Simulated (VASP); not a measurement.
# CaSe (Fm-3m) in VASP: notebook, part 2 of 2

VASP 6.6.1. The steps go on from the part before.

**4. Single point, r2SCAN**

The input, INCAR:

```
SYSTEM = CaSe
PREC = Accurate
ENCUT = 350
EDIFF = 1E-6
ISMEAR = 0
SIGMA = 0.05
LREAL = .FALSE.
LASPH = .TRUE.
NELM = 100
ALGO = Normal
ISIF = 2
LWAVE = .FALSE.
LCHARG = .FALSE.
METAGGA = R2SCAN
LMIXTAU = .TRUE.
ADDGRID = .FALSE.
```

The input, KPOINTS:

```
regular mesh
0
G
  7 7 7
  0 0 0
```

The input, POSCAR:

```
CaSe
1.0
    0.0000000000      2.9560000000      2.9560000000
    2.9560000000      0.0000000000      2.9560000000
    2.9560000000      2.9560000000      0.0000000000
Se Ca
1 1
Direct
    0.5000000000      0.5000000000      0.5000000000
    0.0000000000      0.0000000000      0.0000000000
```

Potentials or basis: VASP PAW PBE potentials, release 64 (Se, Ca_sv).

The run is started by

```console
$ cat potpaw_PBE.64/Se/POTCAR potpaw_PBE.64/Ca_sv/POTCAR > POTCAR
$ mpirun -np 1 vasp_std > vasp.out
```

OUTCAR:

```text
SYSTEM = CaSe
   PREC = Accurate
   ENCUT = 350
   EDIFF = 1E-6
   ISMEAR = 0
   LREAL = .FALSE.
   LASPH = .TRUE.
   NELM = 100
   ISIF = 2
   METAGGA = R2SCAN

 Found     20 irreducible k-points:

 Following reciprocal coordinates:
            Coordinates               Weight
  0.000000  0.000000  0.000000      1.000000
  0.142857  0.000000  0.000000      8.000000
  0.285714  0.000000  0.000000      8.000000
  0.428571  0.000000  0.000000      8.000000
  0.142857  0.142857  0.000000      6.000000
  0.285714  0.142857  0.000000     24.000000
   k-points           NKPTS =     20   k-points in BZ     NKDIM =     20   number of bands    NBANDS=     12
   number of dos      NEDOS =    301   number of ions     NIONS =      2
   total plane-waves  NPLWV =  21952
   dimension x,y,z NGX =    28 NGY =   28 NGZ =   28
   dimension x,y,z NGXF=    56 NGYF=   56 NGZF=   56
   ions per type =               1   1
   NGX,Y,Z   is equivalent  to a cutoff of  11.13, 11.13, 11.13 a.u.
   NGXF,Y,Z  is equivalent  to a cutoff of  22.27, 22.27, 22.27 a.u.
 SYSTEM =  CaSe
   PREC   = accura    normal or accurate (medium, high low for compatibility)
   ISTART =      0    job   : 0-new  1-cont  2-samecut
   ICHARG =      2    charge: 1-file 2-atom 10-const
   ISPIN  =      1    spin polarized calculation?
   LNONCOLLINEAR =      F non collinear calculations
   LSORBIT =      F    spin-orbit coupling
   LASPH  =      T    aspherical Exc in radial PAW
   ENCUT  =  350.0 eV  25.72 Ry    5.07 a.u.   6.38  6.38  6.38*2*pi/ulx,y,z
   NELM   =    100;   NELMIN=  2; NELMDL= -5     # of ELM steps
   EDIFF  = 0.1E-05   stopping-criterion for ELM
   LREAL  =      F    real-space projection
   EDIFFG = 0.1E-04   stopping-criterion for IOM
   NSW    =      0    number of steps for IOM
   IBRION =     -1    ionic relax: 0-MD 1-quasi-New 2-CG
   NFREE  =      0    steps in history (QN), initial steepest desc. (CG)
   ISIF   =      2    stress and relaxation
   ISYM   =      2    0-nonsym 1-usesym 2-fastsym
   POTIM  = 0.5000    time-step for ionic-motion
   TEBEG  =    0.0;   TEEND  =   0.0 temperature during run
   PSTRESS=    0.0 pullay stress
   NELECT =      16.0000    total number of electrons
   NUPDOWN=      -1.0000    fix difference up-down
   EMIN   =  10.00;   EMAX   =-10.00  energy-range for DOS
   EFERMI =   0.00;   METHOD = LEGACY
   ISMEAR =     0;   SIGMA  =   0.05  broadening in eV -4-tet -1-fermi 0-gaus
   EFERMI_NEDOS =   21; number of points for ismear=-14 and -15
   IALGO  =     38    algorithm
   IMIX   =      4    mixing-type and parameters
     AMIX     =   0.40;   BMIX     =  1.00
     AMIX_MAG =   1.60;   BMIX_MAG =  1.00
  volume/ion in A,a.u.               =      25.83       174.30
  Fermi-wavevector in a.u.,A,eV,Ry     =   1.107645  2.093145 16.692666  1.226876
  Thomas-Fermi vector in A             =   2.244161
   LORBIT       =      0    0 simple, 1 ext, 2 COOP (PROOUT), +10 PAW based schemes
   METAGGA = R2SCAN    functional components
   LHFCALC =     F    Hartree Fock is set to
   AEXX    =    0.0000 exact exchange contribution
   IVDW    =     0    specifies the selected vdW correction
   LEPSILON=     F    determine dielectric tensor
   LRPA    =     F    only Hartree local field effects (RPA)
 non-spin polarized calculation
 Gauss-broadening in eV      SIGMA  =   0.05
  energy-cutoff  :      350.00
  volume of cell :       51.66
 maximum number of plane-waves:       779
 NGX is ok and might be reduce to    28
   NGX = 13   NGY = 13   NGZ = 13

 number of electron      16.0000007 magnetization

 Free energy of the ion-electron system (eV)
  ---------------------------------------------------
  ext. energy  EPLUGINS =         0.00000000
  ---------------------------------------------------
  free energy    TOTEN  =       -25.97623153 eV

  energy without entropy =      -25.97623153  energy(sigma->0) =      -25.97623153

 E-fermi :   2.4983     XC(G=0):  -9.5879

 val. band max:        2.1945841599   @ k =   0.0000   0.0000   0.0000
 cond. band min:       4.7481112636   @ k =   0.4286   0.4286   0.0000
 fundamental gap:      2.5535271037
 Fermi energy:         2.4982859713

 k-point     1 :       0.0000    0.0000    0.0000
  band No.  band energies     occupation
      1     -39.0955      2.00000
      2     -19.2075      2.00000
      3     -19.2075      2.00000
      4     -19.2075      2.00000
      5     -10.0046      2.00000
      6       2.1946      2.00000
      7       2.1946      2.00000
      8       2.1946      2.00000
      9       6.3458      0.00000
     10       6.4222      0.00000
     11       6.4222      0.00000
     12       6.4222      0.00000

 k-point     2 :       0.1429    0.0000    0.0000
  band No.  band energies     occupation
      1     -39.0942      2.00000
      2     -19.2303      2.00000
      3     -19.2090      2.00000
      4     -19.2089      2.00000
      5      -9.8798      2.00000
      6       1.2936      2.00000
      7       1.9007      2.00000
      8       1.9007      2.00000
      9       6.4005      0.00000
     10       6.7035      0.00000
     11       6.7035      0.00000
     12       7.4334      0.00000

 k-point     3 :       0.2857    0.0000    0.0000
  band No.  band energies     occupation
      1     -39.0914      2.00000
      2     -19.2802      2.00000
      3     -19.2120      2.00000
      4     -19.2120      2.00000
      5      -9.5812      2.00000
      6      -0.0934      2.00000
      7       1.3808      2.00000
      8       1.3808      2.00000
      9       6.5800      0.00000
     10       7.3814      0.00000
     11       7.3814      0.00000
     12       8.7934      0.00000

 k-point     4 :       0.4286    0.0000    0.0000
  band No.  band energies     occupation
      1     -39.0891      2.00000
      2     -19.3195      2.00000
      3     -19.2144      2.00000
      4     -19.2144      2.00000
      5      -9.3188      2.00000
      6      -0.9695      2.00000
      7       1.0462      2.00000
      8       1.0462      2.00000
      9       7.1218      0.00000
     10       8.1616      0.00000
     11       8.1616      0.00000
     12       8.5487      0.00000

 k-point     5 :       0.1429    0.1429    0.0000
  band No.  band energies     occupation
      1     -39.0938      2.00000
      2     -19.2280      2.00000
      3     -19.2137      2.00000
      4     -19.2137      2.00000
      5      -9.8483      2.00000
      6       1.0491      2.00000
      7       1.9114      2.00000
      8       1.9114      2.00000
      9       5.9852      0.00000
     10       6.8903      0.00000
     11       7.1358      0.00000
     12       7.1364      0.00000

 k-point     6 :       0.2857    0.1429    0.0000
  band No.  band energies     occupation
      1     -39.0915      2.00000
      2     -19.2635      2.00000
      3     -19.2190      2.00000
      4     -19.2167      2.00000
      5      -9.6323      2.00000
      6       0.1548      2.00000
      7       1.4076      2.00000
      8       1.5452      2.00000
      9       5.9952      0.00000
     10       7.4044      0.00000
     11       7.5259      0.00000
     12       8.0591      0.00000

 [... further k-points ...]
[... 5 lines left out ...]
  --------------------------------------------------------------------------------------
  -------------------------------------------------------------------------------------
  Total        0.2574280      0.2574280      0.2574280      0.0000000      0.0000000      0.0000000
  in kB        7.9840480      7.9840480      7.9840480      0.0000000      0.0000000      0.0000000
  external PRESSURE =       7.9840480 kB  Pullay stress =       0.0000000 kB

 VOLUME and BASIS-vectors are now :
 -----------------------------------------------------------------------------
  energy-cutoff  :      350.00
  volume of cell :       51.66
      direct lattice vectors                 reciprocal lattice vectors
     0.000000000  2.956000000  2.956000000    -0.169147497  0.169147497  0.169147497
     2.956000000  0.000000000  2.956000000     0.169147497 -0.169147497  0.169147497
     2.956000000  2.956000000  0.000000000     0.169147497  0.169147497 -0.169147497

 POSITION                                       TOTAL-FORCE (eV/Angst)
 -----------------------------------------------------------------------------------
      2.95600      2.95600      2.95600        -0.000000      0.000000     -0.000000
      0.00000      0.00000      0.00000         0.000000     -0.000000      0.000000
 -----------------------------------------------------------------------------------
    total drift:                                0.000000      0.000000      0.000000

  FREE ENERGIE OF THE ION-ELECTRON SYSTEM (eV)
  ---------------------------------------------------
  free  energy   TOTEN  =       -25.9762315290 eV

  energy  without entropy=      -25.9762315290  energy(sigma->0) =      -25.97623153
```

stdout:

```text
POSCAR found type information on POSCAR SeCa
 POSCAR found :  2 types and       2 ions
 scaLAPACK will be used
 -----------------------------------------------------------------------------
|                                                                             |
|                                                                             |
|     You enforced a specific xc type in the INCAR file but a different       |
|     I HOPE YOU KNOW WHAT YOU ARE DOING!                                     |
|                                                                             |
 -----------------------------------------------------------------------------

 LDA part: xc-table for (None), standard interpolation
 POSCAR, INCAR and KPOINTS ok, starting setup
 FFT: planning ... GRIDC
 FFT: planning ... GRID_SOFT
 FFT: planning ... GRID
 WAVECAR not read
 entering main loop
```

It took 37 s on 1 thread of Intel Xeon Platinum 8488C (Sapphire Rapids), shared host; peak memory 0.16 GiB.

These settings aren't checked as converged: the numbers below hold their error.

Results:

* Free energy: -25.9762 eV
* Pressure: 0.8 GPa
* Band gap on the k mesh: 2.55 eV, indirect (least direct gap 3.48 eV)

Caveat: the PAW data sets were made with another functional, which shifts forces and pressure a little; an odd mesh through Γ misses points on the zone boundary, where band edges often lie.
